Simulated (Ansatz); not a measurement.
# RbCl — XPS core lines

Cell: an entry of the Crystallography Open Database (COD) whose atoms were relaxed with PBE, the cell held, repeated to a supercell; a hole's nearest image is 6.5 Å away.

Space group Fm-3m (No. 225); a = 6.5480 Å.

| site | Wyckoff | site symmetry | x | y | z |
| --- | --- | --- | --- | --- | --- |
| Rb1 | 4a | m-3m | 0.0000 | 0.0000 | 0.0000 |
| Cl5 | 4b | m-3m | 0.5000 | 0.5000 | 0.5000 |

One atom of each set is listed.

Method: Kohn–Sham DFT in Ansatz, PBE, plane waves and PAW, scalar-relativistic, 420 eV cutoff, Γ-centred 3×3×3 k-points, fixed occupations.

Each value is a total-energy difference between the cell with one core hole and the ground state (ΔSCF), counted from the top of the valence band. The cell with the hole is spin-polarised, as the shell with the hole is left with one unpaired spin. The periodic images are corrected with the calculated ε∞ = 2.35.

Question: Give the Rb 3d, Cl 2p lines of each distinct site.

Answer: 

```
 line  atom     first shell  E_B (eV)  j = l + ½ / j = l − ½ (eV)
Rb 3d     1  6 Cl at 3.27 Å     107.5               106.9 / 108.4
Cl 2p     5  6 Rb at 3.27 Å     196.4               195.9 / 197.5
```

For p, d and f shells E_B is the weighted mean of the two lines, whose splitting comes from the free atom's Dirac orbitals.

The program doubts some values: the cell is too small to check the potential alignment. Absolute PBE values can be off by an eV or more, and the 3d and 4f lines of heavy atoms by several eV. Multiplets, satellites and widths aren't calculated.
